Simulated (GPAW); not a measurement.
Runs of GPAW 26.7.0 on Ti. The structure is hexagonal, space group P6_3/mmc (No. 194). Conventional cell: a = 2.950 Å, b = 2.950 Å, c = 4.680 Å, α = 90.00°, β = 90.00°, γ = 120.00°. Around Ti (site symmetry -6m2) lie 12 Ti at 2.89 to 2.95 Å. 

```csv
task,level,potentials or basis,cell,band path,band points,optimizer,fmax,max steps,pressure (GPa)
band structure,revPBE,"the program's PAW data sets (release 1.2.1) made for this functional, pw",as given,"GMKGALHA,LM,KH",60,-,-,-,0.3
band structure,RPBE,"the program's PAW data sets (release 1.2.1) made for this functional, pw",as given,"GMKGALHA,LM,KH",80,-,-,-,(a)
band structure,r2SCAN,"GPAW PAW data sets (gpaw-data 1.2.1), pw",as given,"GMKGALHA,LM,KH",80,-,-,-,-2.4
band structure,LDA,"the program's PAW data sets (release 1.2.1) made for this functional, pw",as given,"GMKGALHA,LM,KH",100,-,-,-,-10.3
relaxation of cell and atoms,RPBE,"the program's PAW data sets (release 1.2.1) made for this functional, pw",relaxed,-,-,FIRE,0.01 eV/Å,60,0.0
```

Alike in all rows: no spin polarisation; k mesh 10 × 10 × 6; cutoff (eV) 600; smearing fermi-dirac 0.05 eV.

**Question.** Fill in the values left out.

**Answer.** (a) 1.1.

Caveats: the PAW data sets were made with another functional, which shifts forces and pressure a little (some runs); later steps reuse the first step's grids (some runs).

Runs at the PBE level aren't shown here.
